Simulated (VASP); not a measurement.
# C (Fd-3m) in VASP: notebook, part 2 of 2

VASP 6.6.1. The steps go on from the part before.

## 4. Relaxation of the atoms, PBE+D3(BJ)

INCAR

```
SYSTEM = C
PREC = Accurate ; ENCUT = 600
EDIFF = 1E-7 ; ISMEAR = 0
SIGMA = 0.03 ; LREAL = .FALSE.
LASPH = .TRUE. ; NELM = 80
ALGO = Normal ; ISIF = 2
LWAVE = .FALSE. ; LCHARG = .FALSE.
GGA = PE ; IVDW = 12
IBRION = 2 ; NSW = 40
EDIFFG = -0.01
```

KPOINTS

```
regular mesh
0
G
  14 14 14
  0 0 0
```

POSCAR

```
C                                       
1.0
    0.0000000000      1.7784468626      1.7784468626
    1.7784468626      0.0000000000      1.7784468626
    1.7784468626      1.7784468626      0.0000000000
  C             
     2
Direct
     0.0000000000000000    0.0000000000000000    0.0000000000000000
     0.2500000000000000    0.2500000000000000    0.2500000000000000
```

Potentials or basis: VASP PAW PBE potentials, release 64 (C).

Started as:

```console
cat potpaw_PBE.64/C/POTCAR > POTCAR
mpirun -np 1 vasp_std > vasp.out
```

OUTCAR:

```text
SYSTEM = C
   PREC = Accurate
   ENCUT = 600
   EDIFF = 1E-7
   ISMEAR = 0
   LREAL = .FALSE.
   LASPH = .TRUE.
   NELM = 80
   ISIF = 2
   GGA = PE
   IVDW = 12
   IBRION = 2
   NSW = 40
   EDIFFG = -0.01
 IVDW          = 12

 ion  position               nearest neighbor table
   1  0.000  0.000  0.000-   2 1.54   2 1.54   2 1.54   2 1.54
   2  0.250  0.250  0.250-   1 1.54   1 1.54   1 1.54   1 1.54

  LATTYP: Found a face centered cubic cell.
 ALAT       =     3.5568937252

  Lattice vectors:

 A1 = (   0.0000000000,   1.7784468626,   1.7784468626)
 A2 = (   1.7784468626,   0.0000000000,   1.7784468626)
 A3 = (   1.7784468626,   1.7784468626,   0.0000000000)

Analysis of symmetry for initial positions (statically):
=====================================================================
 Subroutine PRICEL returns:
 Original cell was already a primitive cell.

 Routine SETGRP: Setting up the symmetry group for a
 face centered cubic supercell.

 Subroutine GETGRP returns: Found 48 space group operations
 (whereof 24 operations were pure point group operations)
 out of a pool of 48 trial point group operations.

The static configuration has the point symmetry T_d .
[... 173 lines left out ...]
  band No.  band energies     occupation
      1     -11.7394      2.00000
      2       9.8488      2.00000
      3       9.8488      2.00000
      4       9.8488      2.00000
      5      15.4619      0.00000
      6      15.4619      0.00000
      7      15.4619      0.00000
      8      23.3708      0.00000
[... 243 lines left out ...]
 k-point    24 :       0.2857    0.1429    0.0000
  band No.  band energies     occupation
      1      -9.6761      2.00000
      2       3.7949      2.00000
      3       6.5031      2.00000
      4       7.2404      2.00000
      5      15.7940      0.00000
      6      19.8966      0.00000
      7      19.9803      0.00000
      8      22.3218      0.00000

 [... further k-points ...]

------------------------ aborting loop because EDIFF is reached ----------------------------------------

 Edisp (eV)   -0.38578

 E8    (eV) :    -0.1110

  FORCE on cell =-STRESS in cart. coord.  units (eV):
  Direction    XX          YY          ZZ          XY          YZ          ZX
  --------------------------------------------------------------------------------------
  -------------------------------------------------------------------------------------
  Total       0.00187     0.00187     0.00187     0.00000     0.00000     0.00000
  in kB       0.26595     0.26595     0.26595     0.00000     0.00000     0.00000
  external pressure =        0.27 kB  Pullay stress =        0.00 kB

 VOLUME and BASIS-vectors are now :
 -----------------------------------------------------------------------------
  energy-cutoff  :      600.00
  volume of cell :       11.25
      direct lattice vectors                 reciprocal lattice vectors
     0.000000000  1.778446863  1.778446863    -0.281144189  0.281144189  0.281144189
     1.778446863  0.000000000  1.778446863     0.281144189 -0.281144189  0.281144189
     1.778446863  1.778446863  0.000000000     0.281144189  0.281144189 -0.281144189

 POSITION                                       TOTAL-FORCE (eV/Angst)
 -----------------------------------------------------------------------------------
      0.00000      0.00000      0.00000        -0.000000     -0.000000     -0.000000
      0.88922      0.88922      0.88922         0.000000      0.000000      0.000000
 -----------------------------------------------------------------------------------
    total drift:                                0.000000      0.000000      0.000000

  FREE ENERGIE OF THE ION-ELECTRON SYSTEM (eV)
  ---------------------------------------------------
  free  energy   TOTEN  =       -18.5733101058 eV

  energy  without entropy=      -18.5733101058  energy(sigma->0) =      -18.57331011

 reached required accuracy - stopping structural energy minimisation
```

OSZICAR:

```text
N       E                     dE             d eps       ncg     rms          rms(c)
DAV:   1     0.372984955298E+01    0.37298E+01   -0.55121E+03  1704   0.110E+03
DAV:   2    -0.186938084091E+02   -0.22424E+02   -0.21772E+02  2608   0.125E+02
DAV:   3    -0.188410832717E+02   -0.14727E+00   -0.14727E+00  1752   0.135E+01
DAV:   4    -0.188413179589E+02   -0.23469E-03   -0.23469E-03  2424   0.558E-01
DAV:   5    -0.188413180216E+02   -0.62714E-07   -0.62712E-07  1768   0.645E-03    0.559E+00
DAV:   6    -0.183511338355E+02    0.49018E+00   -0.37498E-01  1728   0.491E+00    0.335E+00
DAV:   7    -0.181862292160E+02    0.16490E+00   -0.41315E-01  1952   0.527E+00    0.770E-01
DAV:   8    -0.181875077226E+02   -0.12785E-02   -0.18421E-03  1728   0.507E-01    0.469E-02
DAV:   9    -0.181875226782E+02   -0.14956E-04   -0.13116E-04  2424   0.102E-01    0.270E-02
DAV:  10    -0.181875351878E+02   -0.12510E-04   -0.13426E-05  1696   0.432E-02    0.617E-03
DAV:  11    -0.181875350458E+02    0.14207E-06   -0.38799E-08  2296   0.221E-03    0.131E-03
DAV:  12    -0.181875350411E+02    0.46996E-08   -0.10235E-08   864   0.130E-03
   1 F= -.18573310E+02 E0= -.18573310E+02  d E =-.185733E+02
```

Wall time 4 s (1 thread of Intel Xeon 6975P-C (Granite Rapids), shared host); peak memory 0.13 GiB.

Results:

| Property | Result |
| --- | --- |
| Free energy | -18.5733 eV |
| Pressure after relaxing | 0.0 GPa |
| Band gap on the k mesh | 4.15 eV, indirect (least direct gap 5.61 eV) |
| Dispersion energy per atom | -0.193 eV |

Final structure:
```xyz
2
Lattice="0.0000 1.7784 1.7784 1.7784 0.0000 1.7784 1.7784 1.7784 0.0000" Properties=species:S:1:pos:R:3 pbc="T T T"
C     0.0000    0.0000    0.0000
C     0.8892    0.8892    0.8892
```

Levels at points of the mesh, in eV from the valence-band top:
| k point | band 1 | band 2 | band 3 | band 4 | band 5 | band 6 | band 7 | band 8 |
| --- | --- | --- | --- | --- | --- | --- | --- | --- |
| (0.00, 0.00, 0.00) | -21.59 | 0.00 | 0.00 | 0.00 | 5.61 | 5.61 | 5.61 | 13.52 |
| (0.50, 0.00, 0.00) | -15.77 | -13.47 | -2.82 | -2.82 | 8.49 | 8.49 | 8.96 | 15.77 |
| (0.50, 0.50, 0.00) | -12.82 | -12.82 | -6.35 | -6.35 | 4.78 | 4.78 | 16.93 | 16.93 |

Caveat: the relaxation stopped at its first step, so nothing moved. Expect the measured gap to be larger: semilocal functionals such as PBE lack the derivative discontinuity.

## 5. Relaxation of the atoms, PBE+D3(BJ) (a relaxed cell with its volume scaled by 1.02)

INCAR is that of step 4.

KPOINTS is that of step 4.

POSCAR

```
C                                       
1.0
    0.0000000000      1.7902249996      1.7902249996
    1.7902249996      0.0000000000      1.7902249996
    1.7902249996      1.7902249996      0.0000000000
  C             
     2
Direct
     0.0000000000000000    0.0000000000000000    0.0000000000000000
     0.2500000000000000    0.2500000000000000    0.2500000000000000
```

Started as:

```console
cat potpaw_PBE.64/C/POTCAR > POTCAR
mpirun -np 1 vasp_std > vasp.out
```

It took 4.2 s on 1 thread of Intel Xeon 6975P-C (Granite Rapids), shared host; peak memory 0.13 GiB.

Results (log left out):

```
Free energy                : -18.5683 eV
Pressure after relaxing    : -8.5 GPa
Band gap on the k mesh     : 4.10 eV, indirect (least direct gap 5.56 eV)
Dispersion energy per atom : -0.189 eV
```

Final structure:
```cif
data_structure
_symmetry_space_group_name_H-M 'P 1'
_symmetry_Int_Tables_number 1
_cell_length_a 2.5318
_cell_length_b 2.5318
_cell_length_c 2.5318
_cell_angle_alpha 60.000
_cell_angle_beta 60.000
_cell_angle_gamma 60.000
_cell_volume 11.48
loop_
_atom_site_label
_atom_site_type_symbol
_atom_site_fract_x
_atom_site_fract_y
_atom_site_fract_z
_atom_site_occupancy
C1 C 0.00000 0.00000 0.00000 1
C2 C 0.25000 0.25000 0.25000 1
```

Levels at points of the mesh, in eV from the valence-band top:
```csv
k point,band 1,band 2,band 3,band 4,band 5,band 6,band 7,band 8
"(0.00, 0.00, 0.00)",-21.32,0.00,0.00,0.00,5.56,5.56,5.56,13.07
"(0.50, 0.00, 0.00)",-15.61,-13.25,-2.77,-2.77,8.41,8.41,8.69,15.59
"(0.50, 0.50, 0.00)",-12.68,-12.68,-6.23,-6.23,4.74,4.74,16.63,16.63
```

Caveat: the relaxation stopped at its first step, so nothing moved. A k mesh can miss the band edges.

## 6. Relaxation of the atoms, PBE+D3(BJ) (a relaxed cell with its volume scaled by 1.04)

INCAR is that of step 5.

KPOINTS is that of step 5.

POSCAR

```
C                                       
1.0
    0.0000000000      1.8018501630      1.8018501630
    1.8018501630      0.0000000000      1.8018501630
    1.8018501630      1.8018501630      0.0000000000
  C             
     2
Direct
     0.0000000000000000    0.0000000000000000    0.0000000000000000
     0.2500000000000000    0.2500000000000000    0.2500000000000000
```

Potentials or basis: VASP PAW PBE potentials, release 64 (C).

Started as:

```console
cat potpaw_PBE.64/C/POTCAR > POTCAR
mpirun -np 1 vasp_std > vasp.out
```

OUTCAR:

```text
SYSTEM = C
   PREC = Accurate
   ENCUT = 600
   EDIFF = 1E-7
   ISMEAR = 0
   LREAL = .FALSE.
   LASPH = .TRUE.
   NELM = 80
   ISIF = 2
   GGA = PE
   IVDW = 12
   IBRION = 2
   NSW = 40
   EDIFFG = -0.01
 IVDW          = 12

 ion  position               nearest neighbor table
   1  0.000  0.000  0.000-   2 1.56   2 1.56   2 1.56   2 1.56
   2  0.250  0.250  0.250-   1 1.56   1 1.56   1 1.56   1 1.56

  LATTYP: Found a face centered cubic cell.
 ALAT       =     3.6037003260

  Lattice vectors:

 A1 = (   0.0000000000,   1.8018501630,   1.8018501630)
 A2 = (   1.8018501630,   0.0000000000,   1.8018501630)
 A3 = (   1.8018501630,   1.8018501630,   0.0000000000)

Analysis of symmetry for initial positions (statically):
=====================================================================
 Subroutine PRICEL returns:
 Original cell was already a primitive cell.

 Routine SETGRP: Setting up the symmetry group for a
 face centered cubic supercell.

 Subroutine GETGRP returns: Found 48 space group operations
 (whereof 24 operations were pure point group operations)
 out of a pool of 48 trial point group operations.

The static configuration has the point symmetry T_d .
[... 173 lines left out ...]
  band No.  band energies     occupation
      1     -11.7793      2.00000
      2       9.2859      2.00000
      3       9.2859      2.00000
      4       9.2859      2.00000
      5      14.7913      0.00000
      6      14.7913      0.00000
      7      14.7913      0.00000
      8      21.9155      0.00000
[... 243 lines left out ...]
 k-point    24 :       0.2857    0.1429    0.0000
  band No.  band energies     occupation
      1      -9.7724      2.00000
      2       3.3935      2.00000
      3       6.0720      2.00000
      4       6.7384      2.00000
      5      15.0938      0.00000
      6      18.9716      0.00000
      7      19.1344      0.00000
      8      21.3613      0.00000

 [... further k-points ...]

------------------------ aborting loop because EDIFF is reached ----------------------------------------

 Edisp (eV)   -0.37101

 E8    (eV) :    -0.1069

  FORCE on cell =-STRESS in cart. coord.  units (eV):
  Direction    XX          YY          ZZ          XY          YZ          ZX
  --------------------------------------------------------------------------------------
  -------------------------------------------------------------------------------------
  Total      -1.18096    -1.18096    -1.18096    -0.00000     0.00000     0.00000
  in kB    -161.71904  -161.71904  -161.71904    -0.00000     0.00000     0.00000
  external pressure =     -161.72 kB  Pullay stress =        0.00 kB

 VOLUME and BASIS-vectors are now :
 -----------------------------------------------------------------------------
  energy-cutoff  :      600.00
  volume of cell :       11.70
      direct lattice vectors                 reciprocal lattice vectors
     0.000000000  1.801850163  1.801850163    -0.277492552  0.277492552  0.277492552
     1.801850163  0.000000000  1.801850163     0.277492552 -0.277492552  0.277492552
     1.801850163  1.801850163  0.000000000     0.277492552  0.277492552 -0.277492552

 POSITION                                       TOTAL-FORCE (eV/Angst)
 -----------------------------------------------------------------------------------
      0.00000      0.00000      0.00000         0.000000      0.000000      0.000000
      0.90093      0.90093      0.90093        -0.000000     -0.000000     -0.000000
 -----------------------------------------------------------------------------------
    total drift:                                0.000000      0.000000      0.000000

  FREE ENERGIE OF THE ION-ELECTRON SYSTEM (eV)
  ---------------------------------------------------
  free  energy   TOTEN  =       -18.5517873022 eV

  energy  without entropy=      -18.5517873022  energy(sigma->0) =      -18.55178730

 reached required accuracy - stopping structural energy minimisation
```

OSZICAR:

```text
N       E                     dE             d eps       ncg     rms          rms(c)
DAV:   1     0.177630573808E+01    0.17763E+01   -0.54841E+03  1720   0.111E+03
DAV:   2    -0.186275633421E+02   -0.20404E+02   -0.19260E+02  2696   0.119E+02
DAV:   3    -0.187599333792E+02   -0.13237E+00   -0.13237E+00  1768   0.126E+01
DAV:   4    -0.187601205018E+02   -0.18712E-03   -0.18712E-03  2432   0.506E-01
DAV:   5    -0.187601205620E+02   -0.60181E-07   -0.60181E-07  1736   0.607E-03    0.531E+00
DAV:   6    -0.183257904332E+02    0.43433E+00   -0.33358E-01  1720   0.459E+00    0.318E+00
DAV:   7    -0.181795182475E+02    0.14627E+00   -0.37126E-01  1976   0.495E+00    0.708E-01
DAV:   8    -0.181807460200E+02   -0.12278E-02   -0.18412E-03  1752   0.499E-01    0.448E-02
DAV:   9    -0.181807658804E+02   -0.19860E-04   -0.12720E-04  2416   0.100E-01    0.267E-02
DAV:  10    -0.181807791707E+02   -0.13290E-04   -0.14355E-05  1680   0.439E-02    0.577E-03
DAV:  11    -0.181807790023E+02    0.16847E-06   -0.43056E-08  2360   0.224E-03    0.136E-03
DAV:  12    -0.181807789865E+02    0.15761E-07   -0.11460E-08   840   0.134E-03
   1 F= -.18551787E+02 E0= -.18551787E+02  d E =-.185518E+02
```

It took 4.3 s on 1 thread of Intel Xeon 6975P-C (Granite Rapids), shared host; peak memory 0.13 GiB.

What came out:

```yaml
Free_energy: -18.5518 eV
Pressure_after_relaxing: -16.2 GPa
Band_gap_on_the_k_mesh: 4.06 eV, indirect (least direct gap 5.51 eV)
Dispersion_energy_per_atom: -0.186 eV
```

Final structure:
```yaml
crystal:
  lattice:
    - [0.00000, 1.80185, 1.80185]
    - [1.80185, 0.00000, 1.80185]
    - [1.80185, 1.80185, 0.00000]
  atoms:
    - { symbol: C, position: [0.00000, 0.00000, 0.00000] }
    - { symbol: C, position: [0.25000, 0.25000, 0.25000] }
```

Caveat: the relaxation stopped at its first step, so nothing moved. A k mesh can miss the band edges.

## 7. Summary

| cell | gap on the mesh (eV) | pressure (GPa) |
| --- | --- | --- |
| atoms relaxed from: a relaxed cell with its volume scaled by 0.96 | 4.24 | 19.6 |
| atoms relaxed from: a relaxed cell with its volume scaled by 0.98 | 4.19 | 9.3 |
| atoms relaxed | 4.15 | 0.0 |
| atoms relaxed from: a relaxed cell with its volume scaled by 1.02 | 4.10 | -8.5 |
| atoms relaxed from: a relaxed cell with its volume scaled by 1.04 | 4.06 | -16.2 |

Alike in all rows: task relaxation of the atoms; level PBE+D3(BJ); potentials or basis VASP PAW PBE potentials, release 64 (C); no spin polarisation; k mesh 14 × 14 × 14; cutoff (eV) 600; smearing gaussian 0.03 eV.

Caveats: the relaxation stopped at its first step, so nothing moved.

Total energies depend on the potentials used, so only differences within one code and one set of settings carry meaning.
